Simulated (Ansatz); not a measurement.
**BaTiO3: biaxial strain in the a-b plane**

An exercise on one series of results from a longer session: the logs are not shown, and one member is left open.

Computed with Ansatz 0.2.0 (DFT r2SCAN+U, scalar-relativistic, plane waves, PAW, unless a step's input says otherwise).

2 further runs of the same task are left out: 2 set aside as unsound or not needed.

## The system as given

It takes space group R3m (No. 160, trigonal). The conventional cell has a = 5.674 Å, b = 5.674 Å, c = 6.963 Å, α = 90.00°, β = 90.00°, γ = 120.00°. Ba (site symmetry 3m) is surrounded by 12 O at 2.80 to 2.89 Å. Around Ti (site symmetry 3m) lie 6 O at 1.92 to 2.09 Å. Around O (site symmetry m) lie 2 Ti at 1.92 to 2.09 Å and 4 Ba at 2.80 to 2.89 Å.

Coordinates:

```xyz
5
Lattice="2.8369 1.6379 2.3209 -2.8369 1.6379 2.3209 0.0000 -3.2757 2.3209" Properties=species:S:1:pos:R:3 pbc="T T T"
Ba    0.0000    0.0000   -0.0108
Ti    0.0000    0.0000    3.5245
O    -1.4021    0.8095    4.5640
O     0.0000   -1.6190    4.5640
O     1.4021    0.8095    4.5640
```

It goes back to an entry of the Materials Project, which need not be the stable form.

It is the result of an earlier relaxation at this level (volume 12.94 Å³/atom; gap on the mesh: 2.89 eV).

The unstrained cell was computed beforehand with the same settings: E(σ→0) = -10180.4399 eV for 5 atoms, gap 2.89 eV over the zone.

The first run:

File input.yaml:

```yaml
crystal:
  lattice:
    - [2.7943046168, 1.6132925227, 2.2861015704]
    - [-2.7943046168, 1.6132925227, 2.2861015704]
    - [0.0, -3.3053069562, 2.3416553007]
  atoms:
    - { symbol: Ba, position: [-0.0015516603, -0.0015516603, -0.0015516603] }
    - { symbol: Ti, position: [0.5061941581, 0.5061941581, 0.5061941581] }
    - { symbol: O, position: [0.4907343279, 0.9849898463, 0.4907343279] }
    - { symbol: O, position: [0.4907343279, 0.4907343279, 0.9849898463] }
    - { symbol: O, position: [0.9849898463, 0.4907343279, 0.4907343279] }
basis:
  ecutwfc: 500
kpoints:
  mp_grid: { grid: [6, 6, 6] }
hamiltonian:
  xc: r2scan
  hubbard: { sites: [{ species: Ti, l: d, u_eff: 4.0 }] }
scf:
  occupations: { method: gaussian, width: 0.02 }
output:
  forces: true
  stress: true
  eigenvalues: true
relax:
  adjacent_minimum: "off"
  f_tol: 0.008
  max_steps: 40
  cell: { stress_tol: 0.015, fix: [a, b, gamma] }
```

Started as:

```sh
ansatz run input.yaml --threads 1 --pin off --max-ram 2560MiB --backend cpu --events-out ev --progress --plain --runs-dir out
```

Among the steps run: The cell strained by -1.5 %; The gap over the whole zone at -1.5 %; The cell strained by +1.5 %; Band edges over the zone at +1.5 %; At -3.0 %; Seeking the band edges at -3.0 %; Strain +3.0 %; The gap over the whole zone at +3.0 %; Strain -4.5 %; Band edges over the zone at -4.5 %; The cell strained by +4.5 %; Seeking the band edges at +4.5 %.

One table of the session follows, with a row left open; its other results are not shown here.

Lengths are those of the vectors of the cell that was run; stresses in GPa:

```
strain (%)  ΔE (meV/atom)  a (Å)  b (Å)  c (Å)
      -4.5           39.4  3.834  3.834  4.444
      -3.0              ?      ?      ?      ?
      -1.5            2.9  3.954  3.954  4.107
      +0.0            0.0  4.015  4.015  4.015
      +1.5            2.3  4.075  4.075  3.963
      +3.0            9.6  4.135  4.135  3.926
      +4.5           20.3  4.195  4.195  3.889
```

Estimate the missing values for strain (%) = -3.0.

Worked estimate for «ΔE (meV/atom)». A straight line through the neighbours (-4.5, 39.4) and (-1.5, 2.9) gives 39.4 + (2.9 − 39.4) × (-3.0 + 4.5) / (-1.5 + 4.5) = 21.1; a parabola fitted to 3 rows on both sides gives 16.0.

**Answer.** ΔE (meV/atom): 16.4; a (Å): 3.894; b (Å): 3.894; c (Å): 4.227. In «ΔE (meV/atom)» the line misses by +4.7 and the parabola by -0.4.

ΔE is over the unstrained cell. Stress in GPa, positive in compression, on the Cartesian axes of the input.

Limits of these values: Warnings in the runs' records: structure snapped to symmetry, near symmetry operations not taken.
